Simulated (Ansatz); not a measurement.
The parent structure is AlSb in the zinc blende structure (space group F-43m, No. 216; a = 6.1572 Å).

Structures relaxed with PBEsol, PAW, 420 eV (Ansatz, a program for electronic structure; no spin-orbit coupling), earlier PAW set.

Base:

Simulated powder pattern, Cu Kα1, λ = 1.54056 Å (kinematic, ideal powder, no thermal factors, no anomalous dispersion; the 10 strongest lines at most, above 2 %, up to 2θ = 90°):

```json
[
 {"2θ (°)": "25.03", "I/Imax (%)": "100", "hkl": "(111)"},
 {"2θ (°)": "28.98", "I/Imax (%)": "29", "hkl": "(200)"},
 {"2θ (°)": "41.44", "I/Imax (%)": "55", "hkl": "(220)"},
 {"2θ (°)": "49.03", "I/Imax (%)": "47", "hkl": "(311)"},
 {"2θ (°)": "51.36", "I/Imax (%)": "7.9", "hkl": "(222)"},
 {"2θ (°)": "60.05", "I/Imax (%)": "9.1", "hkl": "(400)"},
 {"2θ (°)": "66.09", "I/Imax (%)": "19", "hkl": "(331)"},
 {"2θ (°)": "68.04", "I/Imax (%)": "10", "hkl": "(420)"},
 {"2θ (°)": "75.59", "I/Imax (%)": "18", "hkl": "(422)"},
 {"2θ (°)": "81.09", "I/Imax (%)": "14", "hkl": "(511)"}
]
```

It is then changed as follows: an isotropic linear strain of +2.32 %, atoms relaxed at fixed cell.

How do the reflections move or split?


Simulated powder pattern, Cu Kα1, λ = 1.54056 Å (kinematic, ideal powder, no thermal factors, no anomalous dispersion; the 10 strongest lines at most, above 2 %, up to 2θ = 90°):

```
2θ (°)  I/Imax (%)    hkl
------  ----------  -----
24.45          100  (111)
28.31           29  (200)
40.46           56  (220)
47.85           48  (311)
50.12          8.0  (222)
58.56          9.2  (400)
64.41           19  (331)
66.29           10  (420)
73.59           19  (422)
78.89           14  (511)
```

The indices refer to the base's conventional cell; one index is shown for lines that coincide.

Stability against distortions was not tested.
